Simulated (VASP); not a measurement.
# Tm (Im-3m) in VASP: notebook

Runs on Tm. Level: PBE. Tasks: single point.

Everything below comes from runs of VASP 6.6.1. Logs are shortened: lines on timing, memory, paths and dates and some standing lists are left out, and cuts for length are marked.

## 1. The structure

It takes space group Im-3m (No. 229, cubic). The conventional cell has a = 3.941 Å, b = 3.941 Å, c = 3.941 Å, α = 90.00°, β = 90.00°, γ = 90.00°. Tm (site symmetry m-3m) has 8 Tm at 3.41 Å as nearest neighbours.

This isn't the form of Tm at room conditions, which is hcp.

## 2. Single point, PBE, collinear spin, ferromagnetic start

File INCAR:

```
SYSTEM = Tm
PREC = Accurate ; ENCUT = 400
EDIFF = 1E-6 ; ISMEAR = -1
SIGMA = 0.4 ; LREAL = .FALSE.
LASPH = .TRUE. ; NELM = 100
ALGO = Normal ; ISIF = 2
LWAVE = .FALSE. ; LCHARG = .FALSE.
ISPIN = 2 ; MAGMOM = 2
LORBIT = 11 ; LMAXMIX = 6
GGA = PE ; NBANDS = 22
ADDGRID = .FALSE.
```

File KPOINTS:

```
regular mesh
0
G
  9 9 9
  0 0 0
```

File POSCAR:

```
Tm
1.0
   -1.9705499473      1.9705499473      1.9705499473
    1.9705499473     -1.9705499473      1.9705499473
    1.9705499473      1.9705499473     -1.9705499473
Tm
1
Direct
    0.0000000000      0.0000000000      0.0000000000
```

Potentials or basis: VASP PAW PBE potentials, release 64 (Tm).

Launch:

```sh
cat potpaw_PBE.64/Tm/POTCAR > POTCAR
mpirun -np 1 vasp_std > vasp.out
```

OUTCAR:

```text
SYSTEM = Tm
   PREC = Accurate
   ENCUT = 400
   EDIFF = 1E-6
   ISMEAR = -1
   LREAL = .FALSE.
   LASPH = .TRUE.
   NELM = 100
   ISIF = 2
   ISPIN = 2
   LORBIT = 11
   GGA = PE

 Found     35 irreducible k-points:

 Following reciprocal coordinates:
            Coordinates               Weight
  0.000000  0.000000  0.000000      1.000000
  0.111111  0.000000  0.000000     12.000000
  0.222222  0.000000  0.000000     12.000000
  0.333333  0.000000  0.000000     12.000000
  0.444444  0.000000  0.000000     12.000000
  0.111111  0.111111  0.000000     24.000000
   k-points           NKPTS =     35   k-points in BZ     NKDIM =     35   number of bands    NBANDS=     22
   number of dos      NEDOS =    301   number of ions     NIONS =      1
   total plane-waves  NPLWV =  13824
   dimension x,y,z NGX =    24 NGY =   24 NGZ =   24
   dimension x,y,z NGXF=    48 NGYF=   48 NGZF=   48
   ions per type =               1
   NGX,Y,Z   is equivalent  to a cutoff of  11.69, 11.69, 11.69 a.u.
   NGXF,Y,Z  is equivalent  to a cutoff of  23.38, 23.38, 23.38 a.u.
 SYSTEM =  Tm
   PREC   = accura    normal or accurate (medium, high low for compatibility)
   ISTART =      0    job   : 0-new  1-cont  2-samecut
   ICHARG =      2    charge: 1-file 2-atom 10-const
   ISPIN  =      2    spin polarized calculation?
   LNONCOLLINEAR =      F non collinear calculations
   LSORBIT =      F    spin-orbit coupling
   LASPH  =      T    aspherical Exc in radial PAW
   ENCUT  =  400.0 eV  29.40 Ry    5.42 a.u.   5.57  5.57  5.57*2*pi/ulx,y,z
   NELM   =    100;   NELMIN=  2; NELMDL= -5     # of ELM steps
   EDIFF  = 0.1E-05   stopping-criterion for ELM
   LREAL  =      F    real-space projection
   EDIFFG = 0.1E-04   stopping-criterion for IOM
   NSW    =      0    number of steps for IOM
   IBRION =     -1    ionic relax: 0-MD 1-quasi-New 2-CG
   NFREE  =      0    steps in history (QN), initial steepest desc. (CG)
   ISIF   =      2    stress and relaxation
   ISYM   =      2    0-nonsym 1-usesym 2-fastsym
   POTIM  = 0.5000    time-step for ionic-motion
   TEBEG  =    0.0;   TEEND  =   0.0 temperature during run
   PSTRESS=    0.0 pullay stress
   NELECT =      23.0000    total number of electrons
   NUPDOWN=      -1.0000    fix difference up-down
   EMIN   =  10.00;   EMAX   =-10.00  energy-range for DOS
   EFERMI =   0.00;   METHOD = LEGACY
   ISMEAR =    -1;   SIGMA  =   0.40  broadening in eV -4-tet -1-fermi 0-gaus
   EFERMI_NEDOS =   21; number of points for ismear=-14 and -15
   IALGO  =     38    algorithm
   IMIX   =      4    mixing-type and parameters
     AMIX     =   0.40;   BMIX     =  1.00
     AMIX_MAG =   1.60;   BMIX_MAG =  1.00
  volume/ion in A,a.u.               =      30.61       206.55
  Fermi-wavevector in a.u.,A,eV,Ry     =   1.488367  2.812606 30.140115  2.215236
  Thomas-Fermi vector in A             =   2.601411
   LORBIT       =     11    0 simple, 1 ext, 2 COOP (PROOUT), +10 PAW based schemes
   GGA     = PE    functional components
   LHFCALC =     F    Hartree Fock is set to
   AEXX    =    0.0000 exact exchange contribution
   IVDW    =     0    specifies the selected vdW correction
   LEPSILON=     F    determine dielectric tensor
   LRPA    =     F    only Hartree local field effects (RPA)
 spin polarized calculation
  energy-cutoff  :      400.00
  volume of cell :       30.61
 maximum number of plane-waves:       567
 NGX is ok and might be reduce to    24

 number of electron      22.9999996 magnetization       0.9294216

 Free energy of the ion-electron system (eV)
  ---------------------------------------------------
  ext. energy  EPLUGINS =         0.00000000
  ---------------------------------------------------
  free energy    TOTEN  =        -5.33181522 eV

  energy without entropy =       -3.18019395  energy(sigma->0) =       -4.25600459

 E-fermi :   2.2485     XC(G=0): -10.2117

 val. band max:        2.1693636032   @ k =  -0.4444  -0.4444   0.2222
 cond. band min:       2.2951029331   @ k =   0.3333   0.3333   0.0000
 fundamental gap:      0.1257393299
 Fermi energy:         2.2484703060

 spin component 1

 k-point     1 :       0.0000    0.0000    0.0000
  band No.  band energies     occupation
      1     -48.2872      1.00000
      2     -21.2136      1.00000
      3     -21.2136      1.00000
      4     -21.2136      1.00000
      5      -3.1113      1.00000
      6       0.7642      0.97612
[... 14 lines left out ...]
     21      21.5122      0.00000
     22      21.5122      0.00000
[... 102 lines left out ...]
  band No.  band energies     occupation
      1     -48.2731      1.00000
      2     -21.4181      1.00000
      3     -21.2642      1.00000
      4     -21.2321      1.00000
      5      -2.0814      0.99998
      6       0.7702      0.97577
[... 14 lines left out ...]
     21      17.3923      0.00000
     22      18.9564      0.00000

 [... further k-points ...]

 spin component 2

 k-point     1 :       0.0000    0.0000    0.0000
  band No.  band energies     occupation
      1     -47.8927      1.00000
      2     -20.9327      1.00000
      3     -20.9327      1.00000
      4     -20.9327      1.00000
      5      -3.0789      1.00000
      6       1.4772      0.87303
[... 14 lines left out ...]
     21      21.5722      0.00000
     22      21.5722      0.00000
[... 102 lines left out ...]
  band No.  band energies     occupation
      1     -47.8781      1.00000
      2     -21.1433      1.00000
      3     -20.9846      1.00000
      4     -20.9517      1.00000
      5      -2.0431      0.99998
      6       1.4769      0.87313
[... 14 lines left out ...]
     21      17.4459      0.00000
     22      19.0452      0.00000

 [... further k-points ...]

------------------------ aborting loop because EDIFF is reached ----------------------------------------

  FORCE on cell =-STRESS in cart. coord.  units (eV):
  Direction    XX          YY          ZZ          XY          YZ          ZX
  --------------------------------------------------------------------------------------
  -------------------------------------------------------------------------------------
  Total        1.1276070      1.1276070      1.1276070      0.0000000      0.0000000      0.0000000
  in kB       59.0263621     59.0263621     59.0263621      0.0000000      0.0000000      0.0000000
  external PRESSURE =      59.0263621 kB  Pullay stress =       0.0000000 kB

 VOLUME and BASIS-vectors are now :
 -----------------------------------------------------------------------------
  energy-cutoff  :      400.00
  volume of cell :       30.61
      direct lattice vectors                 reciprocal lattice vectors
    -1.970549947  1.970549947  1.970549947     0.000000000  0.253736273  0.253736273
     1.970549947 -1.970549947  1.970549947     0.253736273  0.000000000  0.253736273
     1.970549947  1.970549947 -1.970549947     0.253736273  0.253736273  0.000000000

 POSITION                                       TOTAL-FORCE (eV/Angst)
 -----------------------------------------------------------------------------------
      0.00000      0.00000      0.00000        -0.000000     -0.000000     -0.000000
 -----------------------------------------------------------------------------------
    total drift:                                0.000000      0.000000     -0.000000

  FREE ENERGIE OF THE ION-ELECTRON SYSTEM (eV)
  ---------------------------------------------------
  free  energy   TOTEN  =        -5.3318152216 eV

  energy  without entropy=       -3.1801939503  energy(sigma->0) =       -4.25600459

 total charge

# of ion       s       p       d       f       tot
--------------------------------------------------
    1        2.212   5.945   0.432  12.458  21.046

 magnetization (x)

# of ion       s       p       d       f       tot
--------------------------------------------------
    1        0.002  -0.011   0.005   0.922   0.917
```

Wall time 66 s (1 thread of AMD EPYC 9R45 (Zen 5), shared host); peak memory 0.13 GiB.

The run converged, but some of its settings lie outside the range that counts as converged, so its numbers aren't taken as properties of the crystal.

Results:

- Free energy: -5.3318 eV
- Pressure: 5.9 GPa
- Band gap on the k mesh: none (metal or under the smearing width)
- Net moment: 0.93 μB per cell
- Site moments: Tm +0.92 μB
- Valence electrons inside the program's atomic spheres: Tm 21.05

Caveat: the cutoff is under 1.25 times the usual one of these potentials, so pressure, stress and relaxed cells hold a basis-set (Pulay) error; the magnetic or orbital state may not be the lowest; spin-orbit coupling is left out, which moves the levels of the heavy elements.

## 3. Single point, PBE, collinear spin, ferromagnetic start

This run uses another cell than the first one, of the same volume but with other edges.

INCAR is that of step 2.

KPOINTS is that of step 2.

File POSCAR:

```
Tm
1.0
   -1.8621100000      1.9916120000      1.9516370000
    1.9655340000     -2.0016460000      2.0650950000
    1.8577320000      1.9972680000     -1.9616710000
Tm
1
Direct
   -0.0415270000     -0.0161680000     -0.0347540000
```

Potentials or basis: VASP PAW PBE potentials, release 64 (Tm).

Launch:

```sh
cat potpaw_PBE.64/Tm/POTCAR > POTCAR
mpirun -np 1 vasp_std > vasp.out
```

Run time: 7.6 min. Hardware: 1 thread of AMD EPYC 9R45 (Zen 5), shared host; peak memory 0.34 GiB.

The run converged, but some of its settings lie outside the range that counts as converged, so its numbers aren't taken as properties of the crystal.

Results:

```yaml
Free_energy: -5.3223 eV
Pressure: 3.9 GPa
Band_gap_on_the_k_mesh: none (metal or under the smearing width)
Net_moment: 0.93 μB per cell
Site_moments: Tm +0.92 μB
Valence_electrons_inside_the_program's_atomic_spheres: Tm 21.05
```

Caveat: the cutoff is under 1.25 times the usual one of these potentials, so pressure, stress and relaxed cells hold a basis-set (Pulay) error; the magnetic or orbital state may not be the lowest; spin-orbit coupling is left out, which moves the levels of the heavy elements.
